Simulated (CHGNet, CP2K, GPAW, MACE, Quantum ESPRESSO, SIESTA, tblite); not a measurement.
# tblite runs on LaSb (Fm-3m) (64 atoms)

Wanted: tblite inputs and outputs for LaSb (Fm-3m) (64 atoms), checked against a plane-wave reference.

Main program and level: tblite 0.8.0; the method is named at each step.

## 1. Starting point

The cell holds 64 atoms: 32 La and 32 Sb. Cell: a = 12.980 Å, b = 12.980 Å, c = 12.980 Å, α = 90.0°, β = 90.0°, γ = 90.0°. It derives from LaSb (Fm-3m), repeated 2×2×2. LaSb, space group Fm-3m, structure from the Crystallography Open Database, 2 x 2 x 2 conventional cells; every coordinate displaced by a Gaussian of 0.06 Å. Then every atom was moved at random, 0.05 Å r.m.s. a Cartesian component.

The yardstick, on the same geometry:

```
method                 : Kohn-Sham DFT, PBE, SSSP efficiency 1.3.0 pseudopotentials, plane waves (Quantum ESPRESSO 7.5); sssp-pbe-1.3.0-efficiency, cutoffs 60/480 Ry, Γ point
r.m.s. force component : 0.445 eV/Å
longest force          : 1.721 eV/Å
pressure               : 2.258 GPa
time                   : 27 min on 4 MPI ranks of Arm Neoverse V1, shared host
CPU time               : 1.8 h
```

## 2. GFN1-xTB

Method: GFN1-xTB tight binding, diagonalisation.

run.py

```python
import numpy as np
from ase.io import read
from tblite.ase import TBLite

atoms = read("structure.xyz")
atoms.calc = TBLite(method="GFN1-xTB", electronic_temperature=580, accuracy=1.0, max_iterations=250, mixer_damping=0.1, verbosity=1)
energy = atoms.get_potential_energy()
forces = atoms.get_forces()
print(f"energy {energy:.6f} eV")
print("forces (eV/A)")
for i, (a, f) in enumerate(zip(atoms, forces)):
    print(f"{i:4d} {a.symbol:2s} {f[0]:10.5f} {f[1]:10.5f} {f[2]:10.5f}")
stress = -atoms.get_stress(voigt=False) * 160.21766
print("stress (GPa, compression positive)")
for row in stress:
    print(" ".join(f"{x:10.4f}" for x in row))
print("charges (e)")
print(np.array2string(atoms.get_charges(), precision=4, suppress_small=True, max_line_width=110, threshold=100000))
```

structure.xyz

```xyz
64
Lattice="12.98000 0.00000 0.00000 0.00000 12.98000 0.00000 0.00000 0.00000 12.98000" Properties=species:S:1:pos:R:3 pbc="T T T"
La 0.11280 12.97650 0.00350
La 12.96780 3.18296 3.23682
La 3.30873 12.92237 3.30964
La 3.34910 3.24747 0.07775
Sb 3.25824 0.08541 12.87577
Sb 0.00636 3.21216 12.95845
Sb 0.01973 0.07476 3.25227
Sb 3.20762 3.22358 3.26746
La 12.96170 12.88525 6.40083
La 12.96481 3.37986 9.70333
La 3.26551 12.92717 9.78562
La 3.21696 3.17634 6.42043
Sb 3.40517 12.90887 6.49818
Sb 12.86889 3.28485 6.39330
Sb 12.94651 12.95521 9.77173
Sb 3.22839 3.28225 9.68581
La 12.90848 6.49182 0.14382
La 0.05802 9.80964 3.45151
La 3.31626 6.48027 3.21424
La 3.33093 9.70216 0.01635
Sb 3.13662 6.43977 0.08035
Sb 0.14122 9.73176 0.20236
Sb 12.95586 6.42977 3.10832
Sb 3.27044 9.61831 3.27615
La 0.03141 6.45768 6.36293
La 12.97455 9.64829 9.80626
La 3.22579 6.37617 9.71722
La 3.21683 9.85571 6.54205
Sb 3.34482 6.39486 6.46144
Sb 0.03453 9.67373 6.46729
Sb 12.92471 6.48740 9.83118
Sb 3.24967 9.69256 9.64596
La 6.39745 0.04556 0.04206
La 6.37084 3.19996 3.17283
La 9.73837 0.00532 3.34611
La 9.69684 3.16258 0.13525
Sb 9.69243 12.89524 12.95819
Sb 6.59021 3.21800 12.90056
Sb 6.44769 12.90017 3.30055
Sb 9.61104 3.35260 3.14155
La 6.46326 0.19145 6.45872
La 6.46677 3.36143 9.61130
La 9.68412 0.13979 9.69749
La 9.77031 3.34066 6.63888
Sb 9.83663 0.03193 6.54633
Sb 6.43769 3.14596 6.51103
Sb 6.57424 12.86954 9.72877
Sb 9.77303 3.22060 9.79029
La 6.49260 6.55542 0.10202
La 6.57710 9.79575 3.30367
La 9.76797 6.52518 3.23903
La 9.65193 9.62934 0.06542
Sb 9.90413 6.53971 12.82956
Sb 6.59877 9.66854 12.95183
Sb 6.48779 6.61850 3.32366
Sb 9.78666 9.66608 3.23150
[... 4 atom lines left out ...]
Sb 9.66439 6.57048 6.44509
Sb 6.46365 9.61338 6.52946
Sb 6.28660 6.55853 9.71657
Sb 9.83326 9.73902 9.74616
```

The run is started by

```
$ OMP_NUM_THREADS=1 python run.py > output.txt
```

The log of the run:

```text
------------------------------------------------------------
  cycle        total energy    energy error   density error
------------------------------------------------------------
      1     -93.04619545386  -9.2417074E+01   1.1602416E+00
      2     -108.9844676350  -1.5938272E+01   8.7494139E-01
      3     -164.9136306550  -5.5929163E+01   1.3885231E+00
      4     -108.5192088008   5.6394422E+01   8.5409459E-01
      5     -109.6977882834  -1.1785795E+00   8.2621228E-01
      6     -115.3488349185  -5.6510466E+00   8.9099401E-01
      7     -111.2957475014   4.0530874E+00   7.6895177E-01
      8     -118.5249553351  -7.2292078E+00   8.0082374E-01
      9     -115.7558214129   2.7691339E+00   6.9647701E-01
     10     -112.3877701879   3.3680512E+00   6.0354061E-01
     11     -110.7338833422   1.6538868E+00   5.8308487E-01
     12     -108.6993149899   2.0345684E+00   4.3288456E-01
     13     -119.3792862540  -1.0679971E+01   6.0796563E-01
     14     -116.4458008021   2.9334855E+00   5.0211379E-01
     15     -109.8400282987   6.6057725E+00   3.1121941E-01
     16     -111.1401388174  -1.3001105E+00   3.5738956E-01
     17     -109.9222924022   1.2178464E+00   2.0519561E-01
     18     -109.9542921071  -3.1999705E-02   3.2915929E-01
     19     -110.3504384444  -3.9614634E-01   2.0110874E-01
     20     -110.3014062051   4.9032239E-02   1.3220824E-01
     21     -110.2026226173   9.8783588E-02   1.3792831E-01
     22     -110.4090220677  -2.0639945E-01   1.0358483E-01
     23     -110.4304989733  -2.1476906E-02   9.6554875E-02
     24     -110.5659005354  -1.3540156E-01   6.5712835E-02
[...]
53     -110.6377916623  -3.7917009E-07   1.4866261E-04
     54     -110.6377918307  -1.6836754E-07   1.0886163E-04
     55     -110.6377919187  -8.7996014E-08   7.3247755E-05
     56     -110.6377919611  -4.2351360E-08   4.8220452E-05
     57     -110.6377919752  -1.4134557E-08   3.8227263E-05
     58     -110.6377919792  -3.9783856E-09   3.2532050E-05
     59     -110.6377919862  -7.0018871E-09   2.3823639E-05
     60     -110.6377919892  -3.0729410E-09   1.6749660E-05
------------------------------------------------------------
 total:                                   8.784 sec
energy -3010.607667 eV
forces (eV/A)
   0 La   -0.11371   -0.05162   -0.13072
   1 La   -0.12189    0.03744   -0.16569
   2 La   -0.06172   -0.14582   -0.13862
   3 La   -0.01569    0.08386   -0.08118
   4 Sb   -0.16771    0.11235    0.05766
   5 Sb    0.11575    0.19077   -0.01155
   6 Sb    0.01859    0.03523   -0.06636
   7 Sb   -0.35675   -0.00386    0.08281
   8 La    0.14026    0.01960    0.16359
   9 La    0.06844   -0.04390    0.00870
  10 La   -0.02161   -0.01367   -0.08331
  11 La   -0.15099   -0.06038    0.04036
  12 Sb    0.32168    0.00429   -0.04769
  13 Sb   -0.01357   -0.15573   -0.14038
  14 Sb   -0.10662    0.10943    0.02917
  15 Sb    0.08853   -0.00448    0.04377
  16 La    0.05342    0.05264   -0.13727
  17 La   -0.02328   -0.00734   -0.09624
  18 La   -0.09967    0.00322    0.00680
  19 La    0.07207   -0.03474   -0.18727
  20 Sb   -0.19772    0.07714    0.07073
  21 Sb   -0.03877   -0.21280    0.37534
  22 Sb    0.12101    0.09499   -0.12263
  23 Sb    0.12238   -0.18669    0.05002
[...]
56 La   -0.06786   -0.08583    0.01544
  57 La    0.10732   -0.03930   -0.16377
  58 La   -0.02248    0.03532   -0.02775
  59 La   -0.13388    0.05102    0.03461
  60 Sb   -0.06792    0.22382   -0.34176
  61 Sb   -0.07292   -0.10263    0.06027
  62 Sb   -0.34156    0.14496   -0.03829
  63 Sb   -0.11612    0.12435    0.08473
stress (GPa, compression positive)
  -15.4387     0.0085     0.0062
    0.0085   -15.4471     0.0173
    0.0062     0.0173   -15.4893
charges (e)
[ 0.1208  0.1137  0.103   0.1116 -0.118  -0.1098 -0.116  -0.1139  0.1075  0.1209  0.1132  0.1092 -0.1139
 -0.1153 -0.1127 -0.1138  0.129   0.1076  0.1159  0.1141 -0.1132 -0.1112 -0.1105 -0.1107  0.105   0.1219
  0.1178  0.1182 -0.109  -0.1189 -0.1125 -0.1139  0.1107  0.1018  0.1077  0.1162 -0.1108 -0.1153 -0.1159
 -0.113   0.1066  0.108   0.1281  0.1006 -0.1141 -0.1146 -0.1116 -0.1156  0.0983  0.1117  0.114   0.1212
 -0.1108 -0.1177 -0.11   -0.1147  0.1216  0.1237  0.1106  0.1134 -0.1154 -0.1055 -0.114  -0.1113]
```

It took 9.5 s on 1 thread of Arm Neoverse V1, shared host; peak memory 0.13 GiB.

Banners, paths, timers and routine set-up lines are dropped from the logs unmarked, and long logs keep their key lines alone; longer cuts are marked.

Against the reference:

```
r.m.s. force component                  : 0.1332 eV/Å
r.m.s. difference of force components   : 437.9 meV/Å
longest difference of force vectors     : 1416 meV/Å
force difference over r.m.s. force      : 98.4 %
slope of forces against the reference's : 0.0607
correlation of force components         : 0.2027
pressure                                : -15.46 GPa
pressure difference                     : -17.72 GPa
```

Length of the force difference by element (eV/Å):

| element | atoms | mean | most |
| --- | --- | --- | --- |
| La | 32 | 0.65 | 1.3 |
| Sb | 32 | 0.75 | 1.4 |

The surroundings of Sb24, picked at random, nearest first, numbered as they follow in the input and with coordinates relative to it.

| atom | x | y | z | distance (Å) | bonds | Mulliken charge (e) | Fx | Fy | Fz (eV/Å) |
| --- | --- | --- | --- | --- | --- | --- | --- | --- | --- |
| Sb24 | 0.00 | 0.00 | 0.00 | 0.00 | 6 | -0.11 | 0.122 | -0.187 | 0.050 |
| La19 | 0.05 | -3.14 | -0.06 | 3.14 | 6 | 0.12 | -0.100 | 0.003 | 0.007 |
| La18 | -3.21 | 0.19 | 0.18 | 3.22 | 6 | 0.11 | -0.023 | -0.007 | -0.096 |
| La20 | 0.06 | 0.08 | -3.26 | 3.26 | 6 | 0.11 | 0.072 | -0.035 | -0.187 |
| La28 | -0.05 | 0.24 | 3.27 | 3.27 | 6 | 0.12 | 0.066 | -0.192 | -0.061 |
| La3 | 0.04 | 3.30 | 0.03 | 3.30 | 6 | 0.10 | -0.062 | -0.146 | -0.139 |
| La50 | 3.31 | 0.18 | 0.03 | 3.31 | 6 | 0.11 | -0.045 | -0.051 | 0.019 |
| Sb22 | -3.13 | 0.11 | -3.07 | 4.39 | 6 | -0.11 | -0.039 | -0.213 | 0.375 |
| Sb55 | 3.22 | -3.00 | 0.05 | 4.40 | 6 | -0.11 | 0.016 | 0.193 | 0.377 |

Atoms are counted from 1 here, from 0 in the log.

Forces lie 98 % from the reference's, at 0.0015 times its CPU time (on 1 against 4 cores).

## 3. What came out

| Quantity | Value |
| --- | --- |
| force difference from the reference | tblite GFN1-xTB, 98 % |
| its CPU time | 9.5 s |

Tight binding differs by 98 % (tblite GFN1-xTB); it is another model, with fitted parameters of its own, and the xTB methods hold dispersion. One electronic-structure run takes under half the reference's CPU time: tblite GFN1-xTB, at 98 % in 9.5 s against 1.8 h, too far off to be of use; its pressure misses by -17.7 GPa. Periodic xTB results under one method name differ between programs and library versions. The reference's pressure holds the uncorrected Pulay stress of its 60 Ry basis, so small pressure differences, and their order, may be the reference's own error. The reference's pressure of 2.3 GPa belongs to a cell and atoms that aren't relaxed at this level. The electronic-structure runs sample only Γ, in a cell whose shortest periodic width is 13 Å. Spin–orbit coupling is left out, which matters for the levels of the heavy elements.

[Also dropped from logs without a mark: logging warnings of Python, and SIESTA's first energy breakdown and zero terms.]

[Logs are printed without paths, hosts, clocks, repeated set-up lines and the standing remarks that a program may print on its own settings, such as how far it seeks lower states.]

[Hosts, paths, dates, database ids (printed as entryN), source tags and the programs' standing remarks are cut or masked in the printed files.]
